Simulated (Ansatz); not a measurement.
**Straining HfO$_{2}$**

All numbers below come from DFT r2SCAN, scalar-relativistic, plane waves, PAW (Ansatz). (500 eV cutoff, 6×6×6 k-mesh, Gaussian smearing of 0.02 eV, no spin polarisation)

Starting point, cell and atoms relaxed:

```yaml
crystal:
  lattice:
    - [3.57682, 0.00000, 0.00000]
    - [0.00000, 3.57682, 0.00000]
    - [0.00000, 0.00000, 5.20267]
  atoms:
    - { symbol: Hf, position: [0.50000, 0.50000, 0.50000] }
    - { symbol: Hf, position: [0.00000, 0.00000, 0.00000] }
    - { symbol: O, position: [0.00000, 0.50000, 0.69616] }
    - { symbol: O, position: [0.50000, 0.00000, 0.80384] }
    - { symbol: O, position: [0.50000, 0.00000, 0.30384] }
    - { symbol: O, position: [0.00000, 0.50000, 0.19616] }
```

Deformation: uniaxial strain along a, with the lengths of b and c and the atoms relaxed and the angles held, all within the symmetry that the strain leaves. Energies are extrapolated to zero smearing. Stress is positive in compression, on the Cartesian axes of the cell above. Gaps are generalised Kohn–Sham gaps over the whole zone.

Spin-orbit coupling is left out, which matters for the bands and energies of heavy elements.

Strains computed: -4.5, -3.0, -1.5, +1.5, +3.0 %.

Task: At which strain does the energy stand 7.1 meV/atom over the relaxed crystal with σxx = -6.77, σyy = 0.01, σzz = 0.01 GPa?

Result: +3.0 %. The gap there is 5.14 eV against 5.26 unstrained.

This form isn't the usual stable structure of the compound.